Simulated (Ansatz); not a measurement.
**Correcting a cheap level on carbon molecules**

The atomisation enthalpy at 298 K in kJ/mol of 6 carbon molecules: x at PBE-QIDH/def2-SVPD, y from tabulated heats of molecules and atoms (Active Thermochemical Tables). Shapes, held fixed at every level: PBE0-D4/def2-TZVP. Computed values hold a harmonic thermal term (PBE0-D4/def2-TZVP) and the atoms' spin-orbit lowering. Programs: Ansatz 0.2.0.

| molecule | x (kJ/mol) | y (kJ/mol) |
| --- | --- | --- |
| CH2BrCl (bromochloromethane) | 1410 | 1431 |
| CH3I (methyl iodide) | 1435 | 1463 |
| CHCl2F (dichlorofluoromethane) | 1520 | 1541 |
| CClF3 (SMILES FC(F)(F)Cl) | 1771 | 1787 |
| CHF3 (trifluoromethane) | 1855 | ? |
| C2H6 (ethane) | 2811 | 2826 |

Problem. Fit y = c + s·x to the known rows and predict y for CHF3.

Solution. 
1. Means of the 5 rows: x = 1789.40, y = 1809.6.
2. Σ(Δx)² = 1386125, Σ(Δx·Δy) = 1377607, so the slope is 1377607/1386125 = 0.99385.
3. Intercept: 1809.6 − (0.99385) × 1789.40 = 31.2. The largest residual of the fit is 5.6.
4. CHF3: 31.2 + 0.99385 × 1855 = 1875 kJ/mol.

The tabulated heats give 1869 kJ/mol, so the prediction is off by +6 kJ/mol, about the largest residual. Uncorrected, PBE-QIDH/def2-SVPD misses it by -14 kJ/mol, and the other rows by 20 on average. The line overshoots: the miss goes from -14 to +6. C2H6 lies far out in x and weighs most in the slope. Left out in turn, the other rows are missed by 8 kJ/mol on average, so much of the error is systematic among these molecules. The molecules' own spin-orbit binding is left out, so errors for heavy halides read too negative. For atoms past krypton def2 sets carry core potentials with scalar relativity. Relativity is left out for Br. Outer-core shells of Br, I are correlated, in sets that cover them unevenly.
